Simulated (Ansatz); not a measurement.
# Cu(100) / 1 layer Rh(100) / Cu(100): resistance against film thickness, part 2 of 2

Aim: what a thin film of another metal adds to the resistance, first Cu(100) / 1 layer Rh(100) / Cu(100).

Ansatz 0.2.0; Ansatz plane-wave DFT, PBE, PAW files; ballistic transport by layer matching (Landauer), zero bias; PAW set soft_1.

So far. Step 2 (With 1 layer): The lead's potential steps by 0.9 meV from period to period, small in itself. The program estimates the junction's conductance to 5.6 % from the k-mesh, 1.7 % from the leads' distance from neutral and 0.5 % from their steps. Step 3 (With 3 layers, k-mesh 15×15×1, film layers 3): The conductance of the junction is 7.1e14 S/m², 15 % over the 6.2e14 S/m² of the last finished run.

## (4) With 5 layers, k-mesh 15×15×1, film layers 5

The stack now holds 5 film layers; the k-mesh follows the cell, and the energies span -0.27 to 0.27 eV.

System of this step: Cu(100) / 5 layers Rh(100) / Cu(100). The cell holds 16 atoms: 11 Cu and 5 Rh. Cell: a = 2.556 Å, b = 2.556 Å, c = 30.405 Å, α = 90.0°, β = 90.0°, γ = 90.0°. It derives from Cu and Rh. Regions: lead, 11 atoms (11 Cu); films, 5 atoms (5 Rh). The structure is stacked along c, and the current runs across the ab planes.

The input, input.yaml:

```yaml
crystal:
  lattice:
    - [2.5561627297, 0.0, 0.0]
    - [0.0, 2.5561627297, 0.0]
    - [0.0, 0.0, 30.4054418863]
  atoms:
    - { symbol: Cu, position: [0.0, 0.0, 0.0297229688] }
    - { symbol: Cu, position: [0.5, 0.5, 0.0891689063] }
    - { symbol: Cu, position: [0.0, 0.0, 0.1486148439] }
    - { symbol: Cu, position: [0.5, 0.5, 0.2080607815] }
    - { symbol: Cu, position: [0.0, 0.0, 0.267506719] }
    - { symbol: Rh, position: [0.5, 0.5, 0.3318391565] }
    - { symbol: Rh, position: [0.0, 0.0, 0.4010580939] }
    - { symbol: Rh, position: [0.5, 0.5, 0.4702770312] }
    - { symbol: Rh, position: [0.0, 0.0, 0.5394959686] }
    - { symbol: Rh, position: [0.5, 0.5, 0.6087149059] }
    - { symbol: Cu, position: [0.0, 0.0, 0.6730473434] }
    - { symbol: Cu, position: [0.5, 0.5, 0.732493281] }
    - { symbol: Cu, position: [0.0, 0.0, 0.7919392185] }
    - { symbol: Cu, position: [0.5, 0.5, 0.8513851561] }
    - { symbol: Cu, position: [0.0, 0.0, 0.9108310937] }
    - { symbol: Cu, position: [0.5, 0.5, 0.9702770312] }
kpoints:
  mp_grid: { grid: [15, 15, 1] }
hamiltonian:
  xc: pbe
  pseudopotentials: { kind: paw, azcp: { folder: soft_1 } }
scf:
  occupations: { method: fermi_dirac, width: 0.1 }
output:
  transmission:
    leads: [[0, 1]]
    kmesh: [28, 28]
    e_range: [-0.27, 0.27]
    de: 0.036
  write_potential: true
  write_density: true
  volumetric_format: npy
```

On the command line:

```console
$ ansatz run input.yaml --threads 4 --pin off --max-ram 15360MiB --backend cpu --events-out ev --progress --plain --runs-dir out
```

Numbers of over 12 decimals in the logs are rounded to 6 here.

The program printed:

```text
[...]
Crystal: 16 atoms, lattice volume = 198.668 Å³
Basis set: ecut = 420 eV, 3921 PW (Γ)
Bands: 177, of which v1, the nominal top of the filled ones, is band 147 counted from 1 (146 counted from 0)
Symmetry: 16 space group operations
[...]
k-points: 36 of 225
[...]
--- Transmission ---
  basis      : 61 plane waves across, 49 finite elements along
  points     : 120, standing for a mesh of 28 x 28
[...]
filled         : 22.7 meV over the level at which it is neutral
    channels       : 9.094388e-1 a spin
[...]
slowest decay  : 0.0510 /Å at (0.4643, 0.3571)
  junction   : crystal 0 to crystal 0, -0.70 to 27.90 Å
    transmission   : 6.171658e-1 a spin
[...]
resistance     : 4.2576e-4 Ω µm² beyond half of each lead's own
[key lines of the parts left out:]
SCF converged after 16 iterations
Free energy (F): -104890.921467 eV
Fermi energy:    18.420507 eV
```

Wall time 69 s (4 threads of Intel Xeon Platinum 8375C at 2.90GHz (Ice Lake), shared host); peak memory 1.6 GiB; 4.3 min of CPU time.

This step gave:

| Item | Value |
| --- | --- |
| free energy | -104890.9215 eV |
| energy at zero smearing | -104890.7273 eV |
| Fermi energy | 18.42 eV |
| estimated errors of the lead's conductance | 0, 3.4, 0.2 % (band edges, k-mesh, distance from neutral) |
| lead conductance per cell | 0.9132 G₀ |
| conductance of the junction | 7.41e14 S/m² |
| junction conductance per cell | 0.6250 G₀ |
| estimated errors of the junction's conductance | 0, 0, 5.9, 0.4, 0.5 % (energy step, band edges, k-mesh, leads' steps, distance from neutral) |
| area resistance that the stack adds (contact term taken off, spin by spin) | 0.4258 fΩ m² |

Per spin. Table of transmission, zone mean by energy, zero at the Fermi level:

```
energy (eV)  transmission, zone mean
     -0.270                    0.585
     -0.234                    0.622
     -0.198                    0.634
     -0.162                    0.630
     -0.126                    0.639
     -0.090                    0.634
     -0.054                    0.632
     -0.018                    0.640
      0.018                    0.617
      0.054                    0.617
      0.090                    0.612
      0.126                    0.604
      0.162                    0.624
      0.198                    0.584
      0.234                    0.549
      0.270                    0.601
```

The conductance of the junction is 7.4e14 S/m², 3.9 % over the 7.1e14 S/m² of the last finished run, within the error estimates, leads' steps apart, of 6.8 and 5.9 %.

## (5) With 7 layers, k-mesh 15×15×1, film layers 7

The stack now holds 7 film layers; the k-mesh follows the cell, and the energies span -0.27 to 0.27 eV.

System of this step: Cu(100) / 7 layers Rh(100) / Cu(100). The cell holds 18 atoms: 11 Cu and 7 Rh. Cell: a = 2.556 Å, b = 2.556 Å, c = 34.615 Å, α = 90.0°, β = 90.0°, γ = 90.0°. It derives from Cu and Rh. Regions: lead, 11 atoms (11 Cu); films, 7 atoms (7 Rh). The structure is stacked along c, and the current runs across the ab planes.

input.yaml, the sections that differ from step 4:

```yaml
crystal:
  lattice:
    - [2.5561627297, 0.0, 0.0]
    - [0.0, 2.5561627297, 0.0]
    - [0.0, 0.0, 34.6147066408]
  atoms:
    - { symbol: Cu, position: [0.0, 0.0, 0.0261085558] }
    - { symbol: Cu, position: [0.5, 0.5, 0.0783256674] }
    - { symbol: Cu, position: [0.0, 0.0, 0.130542779] }
    - { symbol: Cu, position: [0.5, 0.5, 0.1827598906] }
    - { symbol: Cu, position: [0.0, 0.0, 0.2349770022] }
    - { symbol: Rh, position: [0.5, 0.5, 0.2914863989] }
    - { symbol: Rh, position: [0.0, 0.0, 0.3522880807] }
    - { symbol: Rh, position: [0.5, 0.5, 0.4130897624] }
    - { symbol: Rh, position: [0.0, 0.0, 0.4738914442] }
    - { symbol: Rh, position: [0.5, 0.5, 0.534693126] }
    - { symbol: Rh, position: [0.0, 0.0, 0.5954948077] }
    - { symbol: Rh, position: [0.5, 0.5, 0.6562964895] }
    - { symbol: Cu, position: [0.0, 0.0, 0.7128058861] }
    - { symbol: Cu, position: [0.5, 0.5, 0.7650229978] }
    - { symbol: Cu, position: [0.0, 0.0, 0.8172401094] }
    - { symbol: Cu, position: [0.5, 0.5, 0.869457221] }
    - { symbol: Cu, position: [0.0, 0.0, 0.9216743326] }
    - { symbol: Cu, position: [0.5, 0.5, 0.9738914442] }
# kpoints, hamiltonian, scf, output: as in step 4
```

The program printed:

```text
[...]
Crystal: 18 atoms, lattice volume = 226.171 Å³
Basis set: ecut = 420 eV, 4471 PW (Γ)
Bands: 197, of which v1, the nominal top of the filled ones, is band 164 counted from 1 (163 counted from 0)
Symmetry: 16 space group operations
[...]
k-points: 36 of 225
[...]
--- Transmission ---
  basis      : 61 plane waves across, 58 finite elements along
  points     : 120, standing for a mesh of 28 x 28
[...]
filled         : 19.6 meV over the level at which it is neutral
    channels       : 9.094388e-1 a spin
[...]
slowest decay  : 0.0541 /Å at (0.4643, 0.3571)
  junction   : crystal 0 to crystal 0, -0.70 to 32.11 Å
    transmission   : 6.191378e-1 a spin
[...]
resistance     : 4.4106e-4 Ω µm² beyond half of each lead's own
[key lines of the parts left out:]
SCF converged after 16 iterations
Free energy (F): -117696.492260 eV
Fermi energy:    18.900466 eV
```

It took 88 s on 4 threads; peak memory 1.9 GiB; 5.4 min of CPU time.

Numbers from this step:

* free energy: -117696.4923 eV
* energy at zero smearing: -117696.2481 eV
* Fermi energy: 18.90 eV
* step of the lead's potential: 0.9 meV
* estimated errors of the lead's conductance: 0, 3.4, 0.1 % (band edges, k-mesh, distance from neutral)
* lead conductance per cell: 0.9130 G₀
* conductance of the junction: 7.33e14 S/m²
* junction conductance per cell: 0.6179 G₀
* estimated errors of the junction's conductance: 0.4, 0, 7.7, 0.8, 0.3 % (energy step, band edges, k-mesh, leads' steps, distance from neutral)
* area resistance that the stack adds (contact term taken off, spin by spin): 0.4411 fΩ m²

Per spin. The transmission, zone mean by energy, zero at the Fermi level:

```
energy (eV)  transmission, zone mean
     -0.270                    0.563
     -0.234                    0.588
     -0.198                    0.594
     -0.162                    0.602
     -0.126                    0.600
     -0.090                    0.612
     -0.054                    0.628
     -0.018                    0.630
      0.018                    0.619
      0.054                    0.599
      0.090                    0.604
      0.126                    0.606
      0.162                    0.578
      0.198                    0.589
      0.234                    0.628
      0.270                    0.532
```

The conductance of the junction is 7.3e14 S/m², 1.1 % under the 7.4e14 S/m² of the last finished run, within the error estimates, leads' steps apart, of 5.9 and 7.7 %.

## (6) With 9 layers, k-mesh 15×15×1, film layers 9

The stack now holds 9 film layers; the k-mesh follows the cell, and the energies span -0.27 to 0.27 eV.

System of this step: Cu(100) / 9 layers Rh(100) / Cu(100). The cell holds 20 atoms: 11 Cu and 9 Rh. Cell: a = 2.556 Å, b = 2.556 Å, c = 38.824 Å, α = 90.0°, β = 90.0°, γ = 90.0°. It derives from Cu and Rh. Regions: lead, 11 atoms (11 Cu); films, 9 atoms (9 Rh). The structure is stacked along c, and the current runs across the ab planes.

input.yaml, the sections that differ from step 5:

```yaml
crystal:
  lattice:
    - [2.5561627297, 0.0, 0.0]
    - [0.0, 2.5561627297, 0.0]
    - [0.0, 0.0, 38.8239713953]
  atoms:
    - { symbol: Cu, position: [0.0, 0.0, 0.0232778865] }
    - { symbol: Cu, position: [0.5, 0.5, 0.0698336595] }
    - { symbol: Cu, position: [0.0, 0.0, 0.1163894325] }
    - { symbol: Cu, position: [0.5, 0.5, 0.1629452056] }
    - { symbol: Cu, position: [0.0, 0.0, 0.2095009786] }
    - { symbol: Rh, position: [0.5, 0.5, 0.2598836705] }
    - { symbol: Rh, position: [0.0, 0.0, 0.3140932812] }
    - { symbol: Rh, position: [0.5, 0.5, 0.368302892] }
    - { symbol: Rh, position: [0.0, 0.0, 0.4225125027] }
    - { symbol: Rh, position: [0.5, 0.5, 0.4767221135] }
    - { symbol: Rh, position: [0.0, 0.0, 0.5309317242] }
    - { symbol: Rh, position: [0.5, 0.5, 0.585141335] }
    - { symbol: Rh, position: [0.0, 0.0, 0.6393509458] }
    - { symbol: Rh, position: [0.5, 0.5, 0.6935605565] }
    - { symbol: Cu, position: [0.0, 0.0, 0.7439432484] }
    - { symbol: Cu, position: [0.5, 0.5, 0.7904990214] }
    - { symbol: Cu, position: [0.0, 0.0, 0.8370547944] }
    - { symbol: Cu, position: [0.5, 0.5, 0.8836105675] }
    - { symbol: Cu, position: [0.0, 0.0, 0.9301663405] }
    - { symbol: Cu, position: [0.5, 0.5, 0.9767221135] }
# kpoints, hamiltonian, scf, output: as in step 5
```

The program printed:

```text
[...]
Crystal: 20 atoms, lattice volume = 253.675 Å³
Basis set: ecut = 420 eV, 4989 PW (Γ)
Bands: 218, of which v1, the nominal top of the filled ones, is band 181 counted from 1 (180 counted from 0)
Symmetry: 16 space group operations
[...]
k-points: 36 of 225
[...]
--- Transmission ---
  basis      : 61 plane waves across, 66 finite elements along
  points     : 120, standing for a mesh of 28 x 28
[...]
filled         : 18.8 meV over the level at which it is neutral
    channels       : 9.094388e-1 a spin
[...]
slowest decay  : 0.0550 /Å at (0.4643, 0.3571)
  junction   : crystal 0 to crystal 0, -0.70 to 36.32 Å
    transmission   : 6.435035e-1 a spin
[...]
resistance     : 4.0670e-4 Ω µm² beyond half of each lead's own
[key lines of the parts left out:]
SCF converged after 16 iterations
Free energy (F): -130502.068072 eV
Fermi energy:    19.277788 eV
```

Elapsed: 1.7 min, on 4 threads; peak memory 2.2 GiB; 6.2 min of CPU time.

Numbers from this step:

```
free energy                                                                : -130502.0681 eV
energy at zero smearing                                                    : -130501.7712 eV
Fermi energy                                                               : 19.28 eV
step of the lead's potential                                               : 1.4 meV
lead conductance per cell                                                  : 0.9129 G₀
conductance of the junction                                                : 7.52e14 S/m²
junction conductance per cell                                              : 0.6338 G₀
estimated errors of the junction's conductance                             : 0.3, 0, 5.4, 1.1, 0.3 % (energy step, band edges, k-mesh, leads' steps, distance from neutral)
area resistance that the stack adds (contact term taken off, spin by spin) : 0.4067 fΩ m²
```

Per spin. Transmission, zone mean against energy, zero at the Fermi level:

```
energy (eV)  transmission, zone mean
     -0.270                    0.600
     -0.234                    0.549
     -0.198                    0.557
     -0.162                    0.585
     -0.126                    0.603
     -0.090                    0.596
     -0.054                    0.638
     -0.018                    0.639
      0.018                    0.644
      0.054                    0.646
      0.090                    0.621
      0.126                    0.586
      0.162                    0.596
      0.198                    0.596
      0.234                    0.570
      0.270                    0.565
```

The conductance of the junction is 7.5e14 S/m², 2.6 % over the 7.3e14 S/m² of the last finished run, within the error estimates, leads' steps apart, of 7.7 and 5.4 %.

## (7) Cost and result by level

Times are for 4 threads of Intel Xeon Platinum 8375C at 2.90GHz (Ice Lake), shared host. Results by setting:

```
no.  film layers  area resistance that the stack adds (contact term taken off, spin by spin) (fΩ m²)  conductance of the junction (S/m²)     time  memory (GiB)
  1            1                                                                              0.6836                             6.22e14  1.9 min           1.4
  2            3                                                                              0.4779                             7.13e14     52 s           1.3
  3            5                                                                              0.4258                             7.41e14     69 s           1.6
  4            7                                                                              0.4411                             7.33e14     88 s           1.9
  5            9                                                                              0.4067                             7.52e14  1.7 min           2.2
```

## (8) With 3 layers

The same run once more with an input made wrong on purpose.

This step: Ansatz plane-wave DFT, PBE, PAW files; ballistic transport by layer matching (Landauer), zero bias; changed: output.transmission.leads = [[0, 17]], scf.max_iter = 100 (Ansatz 0.2.0).

System of this step: Cu(100) / 3 layers Rh(100) / Cu(100). The cell holds 14 atoms: 11 Cu and 3 Rh. Cell: a = 2.556 Å, b = 2.556 Å, c = 26.196 Å, α = 90.0°, β = 90.0°, γ = 90.0°. It derives from Cu and Rh. Regions: lead, 11 atoms (11 Cu); films, 3 atoms (3 Rh). The structure is stacked along c, and the current runs across the ab planes.

The input, input.yaml:

```yaml
crystal:
  lattice:
    - [2.5561627297, 0.0, 0.0]
    - [0.0, 2.5561627297, 0.0]
    - [0.0, 0.0, 26.1961771318]
  atoms:
    - { symbol: Cu, position: [0.0, 0.0, 0.0344989269] }
    - { symbol: Cu, position: [0.5, 0.5, 0.1034967807] }
    - { symbol: Cu, position: [0.0, 0.0, 0.1724946345] }
    - { symbol: Cu, position: [0.5, 0.5, 0.2414924883] }
    - { symbol: Cu, position: [0.0, 0.0, 0.3104903421] }
    - { symbol: Rh, position: [0.5, 0.5, 0.3851598704] }
    - { symbol: Rh, position: [0.0, 0.0, 0.4655010731] }
    - { symbol: Rh, position: [0.5, 0.5, 0.5458422758] }
    - { symbol: Cu, position: [0.0, 0.0, 0.6205118041] }
    - { symbol: Cu, position: [0.5, 0.5, 0.6895096579] }
    - { symbol: Cu, position: [0.0, 0.0, 0.7585075117] }
    - { symbol: Cu, position: [0.5, 0.5, 0.8275053655] }
    - { symbol: Cu, position: [0.0, 0.0, 0.8965032193] }
    - { symbol: Cu, position: [0.5, 0.5, 0.9655010731] }
kpoints:
  mp_grid: { grid: [15, 15, 1] }
hamiltonian:
  xc: pbe
  pseudopotentials: { kind: paw, azcp: { folder: soft_1 } }
scf:
  occupations: { method: fermi_dirac, width: 0.1 }
  max_iter: 100
output:
  transmission:
    leads: [[0, 17]]
    kmesh: [28, 28]
    e_range: [-0.27, 0.27]
    de: 0.036
  write_potential: true
  write_density: true
  volumetric_format: npy
```

The program printed:

```text
Error: inconsistent input (output.transmission.leads, crystal): the lead [0, 17] names a site that the cell does not have: it has 14, counted from 0.
List the leads and leave barriers out. Name each by two sites of one ion a step apart, counted from 0. A search, which can't tell a lead from a barrier or a film with its gap, finds:
  [12, 13]  Cu1, period 1.8075 Å from a height of 23.69 Å
  [5, 6]  Rh1, period 2.1046 Å from a height of 10.44 Å
```

Run time: 0.06 s. Hardware: 4 threads; peak memory 0.11 GiB.

The input was rejected at the start.

The program's message: “Error: inconsistent input (output.transmission.leads, crystal): the lead [0, 17] names a site that the cell does not have: it has 14, counted from 0.”

The change that led to it: output.transmission.leads = [[0, 17]].

## (9) Results

```
area resistance, 1 layer  : 0.684 fΩ m²
area resistance, 3 layers : 0.478 fΩ m²
area resistance, 5 layers : 0.426 fΩ m²
area resistance, 7 layers : 0.441 fΩ m²
area resistance, 9 layers : 0.407 fΩ m²
```

**Reading.** The stack adds 0.68 fΩ m² with 1 layer and 0.41 fΩ m² with 9. From 3 layers on no step exceeds the two runs' error estimates together, as expected where only the two interfaces scatter; half the mean, 0.22 fΩ m², is a rough coherent figure for one interface. Atoms sit on ideal sites and aren't relaxed. Rh(100) is compressed by 4.9 % in plane to fit Cu(100).

[Logs are printed without paths, hosts, clocks, repeated set-up lines and the standing remarks that a program may print on its own settings, such as how far it seeks lower states.]

[Hosts, paths, dates, database ids (printed as entryN), source tags and the programs' standing remarks are cut or masked in the printed files.]
